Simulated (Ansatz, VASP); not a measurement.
**One calculation of Ni, two programs**

```
CELL_PARAMETERS angstrom
2.37374 0.00000 0.00000
-1.18687 2.05572 0.00000
0.00000 0.00000 2.30724
ATOMIC_POSITIONS crystal
Ni 0.00000 0.00000 0.00000
```

Alike in both runs: functional PBEsol; k mesh 9 × 9 × 8; occupations gaussian, width 0.1 eV; collinear spin.

Ansatz relaxed the structure, and its values are those at the end. VASP's run is a single point on that final structure, the one shown.

```csv
,VASP,Ansatz
version,VASP 6.6.1,Ansatz 0.2.0
potentials or method,"VASP PAW PBE potentials, release 64 (Ni)","scalar-relativistic, plane waves, PAW"
plane-wave cutoff (eV),520,420
valence electrons in the cell,10,18
```

Ansatz gave:

```
gap on the k mesh at the Fermi level (eV)                     : none
pressure (GPa)                                                : 0.1
net moment per atom (μB)                                      : 0.54
size of the moment on the site where the two differ most (μB) : 0.56
```

What did VASP give for the same quantities?

gap on the k mesh at the Fermi level (eV): none; pressure (GPa): 0.0; net moment per atom (μB): 0.53; size of the moment on the site where the two differ most (μB): 0.54.

Site moments also hang on the region over which each program counts them. A gap of «none» marks a metal or a gap that the smearing closes. The two sets of potentials don't hold the same shells in valence.

Caveats: the PAW data sets were made with another functional, which shifts forces and pressure a little (VASP).
